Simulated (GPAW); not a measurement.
Runs of GPAW 26.7.0 on SiNi3. The structure is cubic, space group Pm-3m (No. 221). The conventional cell has a = 3.542 Å, b = 3.542 Å, c = 3.542 Å, α = 90.00°, β = 90.00°, γ = 90.00°. Ni (site symmetry 4/mmm) is surrounded by 8 Ni at 2.50 Å and 4 Si at 2.50 Å. Si (site symmetry m-3m) has 12 Ni at 2.50 Å as nearest neighbours. 

| level | gap on the mesh (eV) | pressure (GPa) | moment (μB) | relaxed volume (Å³/atom) |
| --- | --- | --- | --- | --- |
| PBEsol+D3(BJ)+ATM | none | -0.2 | 0.00 | 10.28 |
| PBEsol+D4 | none | -0.2 | 0.00 | (a) |
| PBEsol+D3(BJ) | none | -0.3 | 0.00 | 10.21 |
| PBEsol+D3 | none | -0.3 | 0.00 | (b) |
| PBEsol | none | -0.1 | 0.00 | 10.50 |

Alike in all rows: task relaxation of cell and atoms; potentials or basis PAW data sets generated in the run's folder for this functional, pw; spin collinear, ferromagnetic start; cell relaxed; k mesh 6 × 6 × 6; cutoff (eV) 600; smearing fermi-dirac 0.05 eV.

Question: Fill in the values left out.

Answer: (a) 10.33; (b) 10.22.

Caveats: each step starts from the last one's moments, so a moment once lost doesn't come back; the stock nickel data set gives pressures a few GPa off other programs; later steps reuse the first step's grids; pairwise dispersion overbinds metals, which lowers pressure and volume (some runs).

A gap of «none» marks a metal or a gap under the smearing width.
